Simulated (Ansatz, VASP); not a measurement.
KF: VASP beside Ansatz

Contents of POSCAR:

```
KF
1.0
    0.0000000000      3.0528174649      2.6762066247
    3.0528174649      0.0000000000      2.6762066247
    3.0528174649      3.0528174649      0.0000000000
K F
1 1
Direct
    0.0000000000      0.0000000000      0.0000000000
    0.2500000000      0.2500000000      0.2500000000
```

The input INCAR.step1:

```
PREC = Accurate
ENCUT = 520
ISMEAR = 0
SIGMA = 0.01
LREAL = F
LASPH = T
NELM = 80
NBANDS = 15
GGA = PE
ALGO = Normal
EDIFF = 1E-4
LWAVE = T
LCHARG = F
```

File INCAR.step2:

```
PREC = Accurate
ENCUT = 520
EDIFF = 1E-6
ISMEAR = 0
SIGMA = 0.01
LREAL = F
LASPH = T
NELM = 80
ALGO = Normal
ISIF = 2
LWAVE = F
LCHARG = T
METAGGA = R2SCAN
LMIXTAU = T
LELF = T
LVHAR = T
NBANDS = 15
ISTART = 1
```

File KPOINTS:

```
Automatic mesh
0
Gamma
  8 8 8
```

Input for Ansatz:

```yaml
crystal:
  lattice:
    - [0.0, 3.0528174649, 2.6762066247]
    - [3.0528174649, 0.0, 2.6762066247]
    - [3.0528174649, 3.0528174649, 0.0]
  atoms:
    - { symbol: K, position: [0.0, 0.0, 0.0] }
    - { symbol: F, position: [0.25, 0.25, 0.25] }
kpoints:
  mp_grid: { grid: [8, 8, 8] }
  band_path:
    path:
      - [0.0, 0.0, 0.0]
      - [-0.5, -0.5, 0.0]
      - [-0.375, -0.375, 0.25]
      - [-0.375, 0.0, 0.375]
      - [0.0, 0.0, 0.5]
      - [-0.5, -0.25, 0.25]
    npoints: 1
hamiltonian:
  xc: r2scan
scf:
  occupations: { method: fixed }
  n_extra_bands: 4
output:
  forces: true
  stress: true
  eigenvalues: true
```

Change from the starting cell: epitaxial_xy strain +4.0%.

Alike in both runs: task single point; functional r2SCAN; k mesh 8 × 8 × 8; no spin polarisation.

```csv
,VASP,Ansatz
version,VASP 6.6.1,Ansatz 0.2.0
potentials or method,"VASP PAW PBE potentials, release 64 (K_sv, F)","plane waves, PAW"
plane-wave cutoff (eV),520,500
occupations,"gaussian, width 0.01 eV",fixed
valence electrons in the cell,16,16
```

```tsv
	VASP	Ansatz	Ansatz less VASP
gap on the k mesh at the Fermi level (eV)	5.76	5.77	+0.005
pressure (GPa)	0.1	0.1	+0.01
largest component of the traceless stress (GPa)	0.11	0.09	-0.027
```

Caveats: the PAW data sets were made with another functional, which shifts forces and pressure a little (VASP). A k mesh can miss the band edges.
